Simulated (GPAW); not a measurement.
Crystal: MnS.

```xyz
2
Lattice="0.0000 2.6045 2.6045 2.6045 0.0000 2.6045 2.6045 2.6045 0.0000" Properties=species:S:1:pos:R:3 pbc="T T T"
Mn    0.0000    0.0000    0.0000
S     2.6045    2.6045    2.6045
```

| Item | Value |
| --- | --- |
| Program | GPAW 26.7.0 |
| Task | relaxation of cell and atoms |
| Functional | PBEsol |
| Dispersion | D3(BJ) |
| Potentials or basis | PAW data sets generated in the run's folder for this functional |
| Cutoff | 600 eV |
| Basis | pw |
| k mesh | 9 × 9 × 9 |
| Occupations | fermi-dirac, width 0.05 eV |
| Spin | collinear spin, ferromagnetic start |
| Starting moments | [4.0, 0.0] μB |

At the start: pressure -10.5 GPa; volume 17.67 Å³/atom.

Where does the relaxation end?

Over 5 steps the energy falls by 5.0 meV/atom and the volume is 14.47 Å³/atom (-18.1 %); space group Fm-3m (No. 225, to 0.05 Å); moment 3.92 μB per cell.

Step by step:
```csv
step,energy change (eV),largest force (eV/Å),pressure (GPa),volume (Å³)
1,0.0000,0.0000,-10.51,35.33
2,-0.0536,0.0000,-9.64,34.47
3,0.0048,0.0000,3.49,27.90
4,-0.0095,0.0000,-1.04,29.27
5,-0.0101,0.0000,0.18,28.93
```

Final structure:
```xyz
2
Lattice="0.0000 2.4367 2.4367 2.4367 0.0000 2.4367 2.4367 2.4367 0.0000" Properties=species:S:1:pos:R:3 pbc="T T T"
Mn    0.0000    0.0000    0.0000
S     2.4367    2.4367    2.4367
```

Caveat: each step starts from the last one's moments, so a moment once lost doesn't come back; later steps reuse the first step's grids; the volume moved by over 15 % at a fixed basis, so the end points are rough; the volume moved by -18 % from the deposited cell, more than functionals usually miss; a cell with one magnetic atom can't hold antiferromagnetic order, which such compounds often take; pairwise dispersion overbinds metals, which lowers pressure and volume.
